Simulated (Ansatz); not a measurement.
Single sheet of BN:

```
B N
1.0
     2.50875    0.00144    0.00000
     1.25312    2.17337    0.00000
     0.00000    0.00000   26.00000
B N
1 1
Direct
  0.49998 0.49998 0.50000
  0.83332 0.83332 0.50000
```

Method: DFT PBE+D3(BJ), scalar-relativistic, plane waves, PAW in Ansatz. Settings: cutoff 420 eV, Γ-centred mesh 10×10×1 on the computed 4-atom cell, Gaussian smearing of 0.02 eV; no spin polarisation. No periodic images along c.

Two copies are stacked at this cell; shifts count in fractions of a and b, turns are about the origin, and heights relax. Binding counts from two free sheets, negative where bound; one atom of each layer keeps its place in the plane.

(1) What binding, spacing and gap does each stacking have?

Results:

(1)
| stacking | binding (meV/Å²) | centre to centre (Å) | between outer atoms (Å) | gap (mesh and path) |
| --- | --- | --- | --- | --- |
| Upper layer shifted by (0, 0) | -13.5 | 3.62 | 3.62 | 4.15 eV |
| Upper layer shifted by (0.333, 0.333) | -17.3 | 3.35 | 3.35 | 4.49 eV |
| Upper layer shifted by (0.667, 0.667) | -17.3 | 3.35 | 3.35 | 4.49 eV |
| Upper layer shifted by (0.5, 0) | -16.7 | 3.37 | 3.37 | 4.19 eV |
| Upper layer turned by 180 degrees and shifted by (0, 0) | -16.6 | 3.37 | 3.37 | 4.15 eV |
| Upper layer turned by 180 degrees and shifted by (0.333, 0.333) | -17.2 | 3.37 | 3.37 | 4.49 eV |
| Upper layer turned by 180 degrees and shifted by (0.667, 0.667) | -13.9 | 3.58 | 3.58 | 4.21 eV |
| Upper layer turned by 180 degrees and shifted by (0.5, 0) | -15.4 | 3.46 | 3.46 | 4.22 eV |

The reference crystal is a form of BN, which isn't its usual structure.